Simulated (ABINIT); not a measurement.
## ZrS2: single point with LDA

The system is ZrS2.

```xyz
3
Lattice="3.6914 0.0000 0.0000 -1.8457 3.1968 0.0000 0.0000 0.0000 6.0411" Properties=species:S:1:pos:R:3 pbc="T T T"
Zr    0.0000    0.0000    0.0000
S     0.0000    2.1312    1.4372
S     1.8457    1.0656    4.6038
```

The cell is a database's computed one.

```yaml
Program: ABINIT 10.8.3 (patched build)
Task: single point
Functional: LDA
Potentials_or_basis: PseudoDojo NC SR LDA v0.4 stringent
Cutoff: 789 eV
k_mesh: 6 × 6 × 4
Occupations: fermi-dirac, width 0.05 eV
Spin: no spin polarisation
```

| Property | Result |
| --- | --- |
| Pressure | -4.6 GPa |
| Largest force | 0.299 eV/Å |
| Band gap on the k mesh | 0.95 eV, indirect (least direct gap 1.52 eV) |
| Valence electrons inside the program's atomic spheres | Zr 8.29; S 3.91 |

Forces in eV/Å, atoms in the order of the input:
```
Zr   0.000  0.000  0.000
S    0.000  0.000 -0.299
S    0.000  0.000  0.299
```

Stress tensor (GPa, compression positive):
```
-5.14  0.00  0.00
 0.00 -5.14  0.00
 0.00  0.00 -3.55
```

Levels at points of the mesh, in eV from the valence-band top:
| k point | band 8 | band 9 | band 10 | band 11 | band 12 | band 13 | band 14 | band 15 | band 16 |
| --- | --- | --- | --- | --- | --- | --- | --- | --- | --- |
| (0.00, 0.00, 0.00) | -2.74 | -2.74 | -0.03 | -0.03 | 0.00 | 1.52 | 1.52 | 2.34 | 5.01 |
| (0.50, 0.00, 0.00) | -2.54 | -2.42 | -2.35 | -1.64 | -1.13 | 1.13 | 3.18 | 3.44 | 5.84 |
| (0.00, 0.00, 0.50) | -2.72 | -2.72 | -1.61 | -0.13 | -0.13 | 1.49 | 1.49 | 2.67 | 5.31 |
| (0.50, 0.00, 0.50) | -3.06 | -2.53 | -2.19 | -0.93 | -0.75 | 0.95 | 3.17 | 3.44 | 5.30 |

Wall time 52 s on 1 thread of Intel(R) Xeon(R) Processor @ 2.70GHz, with other jobs on the host, peak memory 0.09 GiB.

Caveat: the cutoff is short for stress, so the pressure is rough. A hybrid or GW would open this gap; LDA tends to underestimate it.
